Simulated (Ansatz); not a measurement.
**HfB under pressure: fit and missing row**

HfB, Fm-3m, a = 4.788 Å. The structure is a COD entry; whether it is the stable form wasn't checked. Ansatz: PBEsol, PAW, 420 eV, Γ-centred 16×16×16 mesh on 2 atoms, Gaussian smearing 0.10 eV; no spin polarisation. Cell and atoms are relaxed at each pressure, and no other structure is tried, so the rows at high pressure may lie past a change of phase.

```tsv
V (Å³/atom)	P (GPa)
?	59.96
12.039	30.00
12.754	15.00
13.163	8.00
13.497	2.97
13.720	-0.05
13.957	-3.03
```

Task: Take V0 = 13.720 Å³/atom, count pressures from its P0 = -0.05 GPa, fit the third-order Birch–Murnaghan form to the other rows, and predict the missing volume.

Result: With the Eulerian strain f = ½[(V0/V)^(2/3) − 1] and y = (P − P0)/[3f(1 + 2f)^(5/2)], the form is the line y = B0 + 1.5 B0 (B0′ − 4) f. Rows (f, y): 0.04552, 177.0; 0.02494, 178.1; 0.01401, 178.7; 0.00549, 178.4; -0.00568, 179.9. Means f = 0.01686, y = 178.42; Σ(Δf)² = 0.001532, ΣΔfΔy = -0.07721; the slope is their ratio. y = 179.3 − 50.40 f GPa, so B0 = 179.3 GPa and B0′ = 4 + 2 × (-50.40)/(3 × 179.3) = 3.81. P = 59.96 GPa is met at f = 0.07905 (y = 175.32), so V = V0 (1 + 2f)^(−3/2) = 11.009 Å³/atom. The run gave 11.003 Å³/atom, so the fit is 0.006 Å³/atom too high, a small miss on the scale of the series. The form still works here, 91 % of the fitted range beyond its end.

Spin–orbit coupling is left out, which can shift energies with elements as heavy as these.